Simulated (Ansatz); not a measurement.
CdI2 built on the CdI2 prototype, relaxed with r2SCAN+rVV10: 10 runs in the PAW code Ansatz, each a construction of maximally localised Wannier functions. It is trigonal, P-3m1 (No. 164); conventional cell a = 4.247 Å, c = 6.895 Å, 35.90 Å³ an atom. Around Cd lie 6 I at 2.99 Å; around I lie 3 Cd at 2.99 Å. (Simulation; spin polarisation is off.)

```yaml
crystal:
  lattice:
    - [4.24701, 0.00000, 0.00000]
    - [-2.12350, 3.67802, 0.00000]
    - [0.00000, 0.00000, 6.89503]
  atoms:
    - { symbol: Cd, position: [0.00000, 0.00000, 0.00000] }
    - { symbol: I, position: [0.33333, 0.66667, 0.24939] }
    - { symbol: I, position: [0.66667, 0.33333, 0.75061] }
```

Windows count from the top of the filled bands; a dash means that no such window was set (without an outer window there is no disentanglement). Rows marked drawn have settings drawn at random (some not listed).

```
functional  SCF mesh      trial orbitals  functions   mesh  window (eV)  frozen (eV)  settings  Ω total (Å²)  Ω invariant (Å²)  largest spread (Å²)  least projectability  interpolation miss of the model's filled bands (eV, to the nearest computed level)
       PBE     6×6×4            I s, I p          8  6×6×4            –            –    chosen         16.04             14.35                 2.09                  0.81                                                                               0.020
       PBE     6×6×4           Cd d, I p         11  6×6×4            –            –    chosen         18.45             17.92                 2.53                  0.79                                                                               0.021
       PBE     6×6×4                Cd d          5  6×6×4            –            –    chosen          4.19              4.18                 1.15                  0.90                                                                               0.000
    r2SCAN     6×6×4            I s, I p          8  6×6×4            –            –    chosen         15.59             13.89                 2.05                  0.84                                                                               0.015
    r2SCAN     6×6×4                Cd d          5  6×6×4            –            –    chosen          4.18              4.17                 1.16                  0.89                                                                               0.000
     HSE06     6×6×4            I s, I p          8  6×6×4            –            –    chosen         15.45             13.77                 2.05                  0.85                                                                                   –
       PBE     6×6×4            I p, I d         16  6×6×4            –            –     drawn         18.93             18.38                 2.53                  0.78                                                                               0.020
       PBE     6×6×4  I p (plain search)          6  6×6×4            –            –     drawn         16.32             15.97                 2.73                  0.78                                                                               0.020
```

Q: Estimate from these rows what the further settings give.

| functional | SCF mesh | trial orbitals | functions | mesh | window (eV) | frozen (eV) | settings |
| --- | --- | --- | --- | --- | --- | --- | --- |
| PBE | 6×6×4 | I s, I p | 8 | 6×6×2 | – | – | chosen |
| PBE | 6×6×4 | I p | 6 | 6×6×4 | – | – | chosen |

A:

| functional | SCF mesh | trial orbitals | functions | mesh | window (eV) | frozen (eV) | settings | Ω total (Å²) | Ω invariant (Å²) | largest spread (Å²) | least projectability | interpolation miss of the model's filled bands (eV, to the nearest computed level) |
| --- | --- | --- | --- | --- | --- | --- | --- | --- | --- | --- | --- | --- |
| PBE | 6×6×4 | I s, I p | 8 | 6×6×2 | – | – | chosen | 15.58 | 13.85 | 2.02 | 0.81 | 0.098 |
| PBE | 6×6×4 | I p | 6 | 6×6×4 | – | – | chosen | 16.24 | 15.97 | 2.71 | 0.78 | 0.020 |

For I s, I p with PBE the spread goes 15.58 Å² (6×6×2), 16.04 Å² (6×6×4): finite differences on a coarse mesh understate it.

Spin-orbit coupling is left out, which matters wherever the heavy atoms make up the band edges.
